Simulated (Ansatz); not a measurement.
Born–Oppenheimer molecular dynamics of C4H9N (14 atoms, charge 0, multiplicity 1). It starts from a relaxed structure.

All numbers below come from RKS PBE/6-31G (Ansatz).

| Item | Value |
| --- | --- |
| ensemble | NVE (velocity Verlet) |
| time step | 1 fs |
| steps asked | 250 |
| starting velocities drawn for | 1000 K |
| seed | 69447 |

Frames 1 fs apart, positions in Å, forces in eV/Å.

Velocities at 30 fs (Å/ps):

```
C 0.23 -3.91 -8.86
C 10.06 0.21 -1.67
C -2.81 -6.45 -4.71
N -0.26 4.51 15.35
C -3.50 6.09 2.02
H -3.24 -17.74 -18.35
H -3.98 9.30 -17.72
H -1.74 -14.43 -22.08
H -3.26 -6.24 -2.91
H 6.95 -14.20 -7.99
H -2.50 12.03 26.50
H -14.39 14.68 1.57
H -26.02 9.54 -1.32
H 4.38 -7.23 -13.67
```

```xyz
14
Properties=species:S:1:pos:R:3:forces:R:3 time_fs=30 energy_less_start_eV=0.965 T=399
C -0.845 0.704 0.212 -3.25 3.79 1.78
C 0.043 -0.033 1.159 -0.39 -0.26 1.72
C 1.069 -0.793 0.288 1.15 2.16 0.24
N 0.525 -0.657 -1.095 0.65 -1.95 -0.07
C -0.396 0.456 -1.163 1.72 1.73 -1.41
H -1.908 0.380 0.240 0.11 -0.06 0.63
H -0.946 1.930 0.461 0.41 -2.89 -0.53
H -0.543 -0.710 1.829 0.14 -0.08 -0.48
H 0.423 0.694 1.870 0.94 0.20 0.33
H 2.115 -0.230 0.390 -1.61 -1.29 -0.29
H 1.119 -1.802 0.698 0.50 -0.55 -0.54
H 0.159 -1.540 -1.462 0.07 0.07 -0.05
H 0.180 1.381 -1.493 -0.57 -0.68 -0.38
H -1.282 0.299 -1.772 0.12 -0.19 -0.93
14
Properties=species:S:1:pos:R:3:forces:R:3 time_fs=31 energy_less_start_eV=0.966 T=398
C -0.846 0.702 0.204 -3.40 3.73 2.15
C 0.053 -0.033 1.159 -0.86 -0.33 1.40
C 1.067 -0.799 0.283 1.34 2.31 0.57
N 0.525 -0.653 -1.080 0.41 -2.02 -0.70
C -0.399 0.463 -1.161 1.59 1.29 -1.74
H -1.911 0.362 0.225 0.27 0.04 0.71
H -0.948 1.925 0.441 0.35 -2.86 -0.40
H -0.544 -0.725 1.805 0.19 0.03 -0.39
H 0.424 0.689 1.869 0.99 0.34 0.49
H 2.114 -0.251 0.381 -1.50 -1.17 -0.24
H 1.119 -1.792 0.722 0.44 -0.72 -0.64
H 0.145 -1.526 -1.461 0.18 0.05 -0.03
H 0.151 1.387 -1.496 -0.28 -0.51 -0.46
H -1.277 0.291 -1.790 0.26 -0.18 -0.71
14
Properties=species:S:1:pos:R:3:forces:R:3 time_fs=32 energy_less_start_eV=0.836 T=478
C -0.849 0.703 0.197 -3.29 3.29 2.36
C 0.062 -0.033 1.159 -1.14 -0.19 1.16
C 1.066 -0.803 0.279 1.23 2.04 0.94
N 0.525 -0.651 -1.065 0.16 -1.94 -1.36
C -0.400 0.471 -1.161 1.27 0.62 -1.98
H -1.911 0.344 0.216 0.33 0.09 0.74
H -0.947 1.893 0.416 0.26 -2.41 -0.19
H -0.544 -0.740 1.777 0.19 0.10 -0.22
H 0.435 0.687 1.872 0.90 0.28 0.48
H 2.099 -0.282 0.369 -1.05 -0.85 -0.17
H 1.123 -1.790 0.740 0.34 -0.69 -0.77
H 0.133 -1.510 -1.460 0.25 -0.02 -0.03
H 0.120 1.389 -1.504 0.10 -0.17 -0.55
H -1.270 0.281 -1.815 0.44 -0.14 -0.41
14
Properties=species:S:1:pos:R:3:forces:R:3 time_fs=33 energy_less_start_eV=0.685 T=567
C -0.856 0.706 0.193 -2.90 2.22 2.31
C 0.070 -0.034 1.160 -1.24 0.14 1.02
C 1.065 -0.805 0.276 0.75 1.39 1.30
N 0.525 -0.650 -1.051 -0.07 -1.72 -2.00
C -0.401 0.479 -1.163 0.90 -0.18 -2.06
H -1.908 0.328 0.215 0.27 0.10 0.72
H -0.943 1.838 0.391 0.10 -1.28 0.14
H -0.541 -0.753 1.746 0.15 0.13 0.01
H 0.454 0.688 1.880 0.68 0.05 0.30
H 2.074 -0.322 0.355 -0.19 -0.32 -0.07
H 1.130 -1.794 0.750 0.20 -0.52 -0.91
H 0.123 -1.495 -1.459 0.29 -0.15 -0.04
H 0.089 1.389 -1.517 0.49 0.24 -0.63
H -1.258 0.270 -1.844 0.57 -0.10 -0.09
14
Properties=species:S:1:pos:R:3:forces:R:3 time_fs=34 energy_less_start_eV=0.683 T=564
C -0.865 0.711 0.190 -2.24 0.15 1.94
C 0.077 -0.034 1.162 -1.17 0.53 0.92
C 1.066 -0.806 0.273 -0.10 0.53 1.59
N 0.526 -0.650 -1.039 -0.29 -1.40 -2.57
C -0.400 0.487 -1.166 0.61 -0.89 -2.00
H -1.902 0.312 0.220 0.12 0.08 0.66
H -0.938 1.771 0.366 -0.13 0.88 0.64
H -0.537 -0.766 1.716 0.08 0.12 0.27
H 0.480 0.689 1.891 0.39 -0.24 0.04
H 2.047 -0.365 0.342 1.02 0.37 0.06
H 1.139 -1.803 0.752 0.04 -0.30 -1.02
H 0.115 -1.481 -1.459 0.29 -0.30 -0.06
H 0.064 1.391 -1.536 0.79 0.55 -0.64
H -1.241 0.258 -1.873 0.59 -0.07 0.17
14
Properties=species:S:1:pos:R:3:forces:R:3 time_fs=35 energy_less_start_eV=0.895 T=438
C -0.875 0.716 0.189 -1.42 -2.69 1.34
C 0.084 -0.034 1.164 -1.02 0.87 0.82
C 1.066 -0.806 0.272 -0.95 -0.25 1.75
N 0.526 -0.651 -1.028 -0.47 -1.05 -3.04
C -0.400 0.495 -1.171 0.52 -1.30 -1.85
H -1.896 0.297 0.232 -0.09 0.05 0.57
H -0.935 1.712 0.347 -0.38 3.79 1.21
H -0.532 -0.777 1.689 -0.01 0.09 0.52
H 0.510 0.688 1.902 0.09 -0.50 -0.20
H 2.030 -0.404 0.328 2.16 0.97 0.18
H 1.149 -1.815 0.744 -0.12 -0.11 -1.05
H 0.111 -1.470 -1.459 0.28 -0.44 -0.08
H 0.045 1.398 -1.561 0.91 0.59 -0.51
H -1.218 0.245 -1.901 0.50 -0.04 0.35
14
Properties=species:S:1:pos:R:3:forces:R:3 time_fs=36 energy_less_start_eV=1.039 T=359
C -0.887 0.719 0.189 -0.66 -4.18 0.89
C 0.089 -0.033 1.168 -0.86 1.03 0.70
C 1.065 -0.807 0.273 -1.06 -0.58 1.78
N 0.525 -0.653 -1.019 -0.63 -0.72 -3.37
C -0.399 0.501 -1.177 0.63 -1.34 -1.68
H -1.890 0.283 0.249 -0.32 0.03 0.47
H -0.935 1.689 0.341 -0.51 5.32 1.49
H -0.528 -0.787 1.667 -0.06 0.09 0.72
H 0.540 0.681 1.912 -0.18 -0.64 -0.36
H 2.033 -0.434 0.317 2.47 1.19 0.24
H 1.158 -1.828 0.726 -0.25 0.01 -0.98
H 0.109 -1.463 -1.460 0.27 -0.52 -0.09
H 0.036 1.411 -1.591 0.85 0.34 -0.22
H -1.190 0.232 -1.926 0.30 -0.03 0.41
14
Properties=species:S:1:pos:R:3:forces:R:3 time_fs=37 energy_less_start_eV=0.856 T=461
C -0.899 0.719 0.190 -0.08 -2.52 0.91
C 0.094 -0.031 1.171 -0.75 0.96 0.56
C 1.064 -0.808 0.274 -0.16 -0.42 1.66
N 0.525 -0.655 -1.013 -0.74 -0.46 -3.54
C -0.397 0.506 -1.185 0.85 -1.14 -1.47
H -1.887 0.269 0.271 -0.52 0.02 0.35
H -0.940 1.718 0.348 -0.49 3.66 1.21
H -0.523 -0.797 1.651 -0.06 0.13 0.84
H 0.569 0.669 1.917 -0.36 -0.64 -0.41
H 2.061 -0.452 0.307 1.67 0.97 0.27
H 1.164 -1.841 0.698 -0.34 0.07 -0.83
H 0.110 -1.461 -1.462 0.28 -0.53 -0.08
H 0.035 1.427 -1.623 0.67 -0.07 0.14
H -1.160 0.219 -1.947 0.04 -0.02 0.38
14
Properties=species:S:1:pos:R:3:forces:R:3 time_fs=38 energy_less_start_eV=0.658 T=580
C -0.911 0.716 0.191 0.35 0.31 1.14
C 0.099 -0.029 1.176 -0.75 0.67 0.38
C 1.063 -0.810 0.277 1.11 -0.04 1.34
N 0.524 -0.658 -1.009 -0.80 -0.27 -3.54
C -0.395 0.511 -1.194 1.08 -0.87 -1.18
H -1.889 0.255 0.296 -0.60 0.07 0.22
H -0.949 1.781 0.367 -0.42 0.72 0.66
H -0.520 -0.805 1.643 -0.02 0.22 0.87
H 0.594 0.651 1.919 -0.45 -0.48 -0.32
H 2.104 -0.461 0.300 0.35 0.58 0.29
H 1.167 -1.853 0.663 -0.37 0.06 -0.60
H 0.114 -1.464 -1.465 0.31 -0.46 -0.04
H 0.040 1.443 -1.653 0.46 -0.49 0.50
H -1.129 0.205 -1.964 -0.26 -0.02 0.28
14
Properties=species:S:1:pos:R:3:forces:R:3 time_fs=39 energy_less_start_eV=0.688 T=567
C -0.923 0.714 0.193 0.61 2.23 1.28
C 0.102 -0.025 1.180 -0.86 0.21 0.14
C 1.062 -0.811 0.281 2.08 0.30 0.86
N 0.522 -0.660 -1.008 -0.79 -0.12 -3.38
C -0.391 0.515 -1.203 1.21 -0.68 -0.79
H -1.897 0.241 0.323 -0.49 0.19 0.07
H -0.963 1.851 0.392 -0.36 -1.43 0.19
H -0.517 -0.811 1.644 0.06 0.34 0.83
H 0.616 0.628 1.918 -0.42 -0.20 -0.12
H 2.150 -0.465 0.296 -0.80 0.24 0.32
H 1.166 -1.865 0.622 -0.35 0.02 -0.34
H 0.120 -1.472 -1.468 0.33 -0.33 0.02
H 0.049 1.454 -1.679 0.29 -0.77 0.77
H -1.101 0.191 -1.978 -0.53 0.00 0.14
14
Properties=species:S:1:pos:R:3:forces:R:3 time_fs=40 energy_less_start_eV=0.847 T=471
C -0.935 0.714 0.197 0.73 3.05 1.30
C 0.105 -0.022 1.185 -1.03 -0.31 -0.14
C 1.063 -0.813 0.286 2.54 0.51 0.29
N 0.520 -0.663 -1.008 -0.68 0.02 -3.09
C -0.387 0.518 -1.214 1.18 -0.66 -0.35
H -1.909 0.230 0.351 -0.23 0.35 -0.10
H -0.980 1.908 0.419 -0.29 -2.56 -0.13
H -0.513 -0.815 1.653 0.14 0.45 0.74
H 0.632 0.603 1.916 -0.31 0.17 0.15
H 2.189 -0.466 0.295 -1.54 0.02 0.35
H 1.162 -1.876 0.577 -0.30 -0.02 -0.05
H 0.130 -1.482 -1.471 0.33 -0.19 0.07
H 0.061 1.457 -1.698 0.18 -0.88 0.92
H -1.078 0.177 -1.991 -0.72 0.05 0.04
14
Properties=species:S:1:pos:R:3:forces:R:3 time_fs=41 energy_less_start_eV=0.977 T=390
C -0.946 0.716 0.201 0.77 3.18 1.25
C 0.107 -0.019 1.190 -1.19 -0.77 -0.39
C 1.066 -0.814 0.291 2.55 0.59 -0.27
N 0.517 -0.666 -1.011 -0.49 0.16 -2.70
C -0.382 0.520 -1.224 0.96 -0.85 0.07
H -1.924 0.222 0.378 0.08 0.50 -0.28
H -1.000 1.940 0.445 -0.22 -3.02 -0.34
H -0.507 -0.813 1.669 0.19 0.52 0.62
H 0.646 0.580 1.915 -0.16 0.53 0.41
H 2.213 -0.468 0.298 -1.90 -0.09 0.36
H 1.155 -1.887 0.532 -0.23 -0.03 0.22
H 0.143 -1.495 -1.473 0.30 -0.05 0.09
H 0.075 1.452 -1.707 0.13 -0.81 0.94
H -1.062 0.164 -2.004 -0.79 0.15 0.03
```

Of the whole run (250 fs, mean temperature of the second half 492 K): The conserved energy stayed within 3.2 meV per atom of its start (net change 2.1 meV per atom), so there is no drift, though single steps change it by up to 33 meV in the whole system, a sign of fast motions only just resolved. Over the second half the temperature averaged 0.49 of the 1000 K drawn at the start: a run that starts near a minimum puts about half its kinetic energy into the potential. A run of 0.25 ps of so small a system gives no equilibrium averages. Limits of this set-up: no polarisation functions.

Run time: 11 min on 1 thread of Arm Neoverse V1, on a shared host, peak memory 0.11 GiB.
